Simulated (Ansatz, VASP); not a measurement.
# One calculation of TaN, two programs

The input INCAR:

```
SYSTEM = TaN
PREC = Accurate ; ENCUT = 520
EDIFF = 1E-6 ; ISMEAR = -1
SIGMA = 0.05 ; LREAL = .FALSE.
LASPH = .TRUE. ; NELM = 60
ALGO = Normal ; ISIF = 2
LWAVE = .FALSE. ; LCHARG = .FALSE.
NBANDS = 15
```

File KPOINTS:

```
Automatic mesh
0
G
  13 13 11
  0 0 0
```

Contents of POSCAR:

```
TaN
1.0
    2.9786300644      0.0000000000      0.0000000000
   -1.4893150322      2.5795693043      0.0000000000
    0.0000000000      0.0000000000      2.9282080610
Ta N
1 1
Direct
    0.0000000000      0.0000000000      0.5000000000
    0.6666666667      0.3333333333      0.0000000000
```

Input for Ansatz:

```yaml
crystal:
  lattice:
    - [2.9786300644, 0.0, 0.0]
    - [-1.4893150322, 2.5795693043, 0.0]
    - [0.0, 0.0, 2.928208061]
  atoms:
    - { symbol: Ta, position: [0.0, 0.0, 0.5] }
    - { symbol: "N", position: [0.6666666667, 0.3333333333, 0.0] }
kpoints:
  mp_grid: { grid: [13, 13, 11] }
scf:
  occupations: { method: fermi_dirac, width: 0.05 }
hamiltonian:
  xc: lda
  pseudopotentials: { kind: all_electron, lapw: { basis_error: 0.001 } }
output:
  forces: true
  stress: true
  eigenvalues: true
```

Change from the starting cell: functional lda, volume scaled by 1.04.

Alike in both runs: task single point; functional LDA; k mesh 13 × 13 × 11; occupations fermi-dirac, width 0.05 eV; no spin polarisation.

|  | VASP | Ansatz |
| --- | --- | --- |
| version | VASP 6.6.1 | Ansatz 0.2.0 |
| potentials or method | VASP PAW LDA potentials, release 64 (Ta_pv, N) | all-electron LAPW, scalar-relativistic |
| plane-wave cutoff (eV) | 520 | see its input |

Ansatz gave:

| Property | Result |
| --- | --- |
| pressure (GPa) | -24.4 |
| largest component of the traceless stress (GPa) | 2.71 |

**Question.** Which values does VASP return?

**Answer.** Pressure (GPa): -23.0; largest component of the traceless stress (GPa): 2.62.

Ansatz ran all-electron here, so the differences hold the error of VASP's frozen core and of both bases.

Caveats: so large a pressure means that the cell lies far from this level's equilibrium, or that cutoff or potentials fall short (VASP). The runs have no spin-orbit coupling, so splittings on Ta are missing.
